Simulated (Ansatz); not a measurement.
One crystal and one scan (energy against volume) at two levels, PBE (plane waves to 420 eV, PAW, scalar-relativistic; Ansatz, an electronic-structure program) and PBEsol (plane waves to 420 eV, PAW, scalar-relativistic; Ansatz), each from its own relaxed cell and on its own mesh.

The crystal is InCuS$_{2}$ (chalcopyrite); the cell is scaled evenly about its relaxed volume V₀.

Energies are smeared free energies. InCuS2 is run without spin polarisation. InCuS2 was relaxed with its symmetry unable to fall. With the shape held, the modulus is that of even scaling; a crystal free to change shape is softer.

```
quantity                                                                     run 1  run 2
---------------------------------------------------------------------------  -----  -----
Lattice constant a (Å)                                                       5.483  5.577
Lattice constant c (Å)                                                       11.04  11.23
Relaxed volume (Å³/atom)                                                     20.75  21.84
Bulk modulus at fixed cell shape B₀ (third-order Birch-Murnaghan fit) (GPa)   76.0   64.7
```

Problem. Which run is which level?

Solution. Run 2 is PBE, run 1 is PBEsol. PBE gives the higher value for: lattice constant a; lattice constant c; relaxed volume. PBE gives the lower value for: bulk modulus at fixed cell shape B₀. (PBE) At this level the bands of InCuS2 touch or barely overlap; measurements give the solid a gap. (PBEsol) At this level the bands of InCuS2 touch or barely overlap; measurements give the solid a gap.

(A scan under strain: stresses follow from slopes of the energy per volume, elastic moduli from its curvatures.)
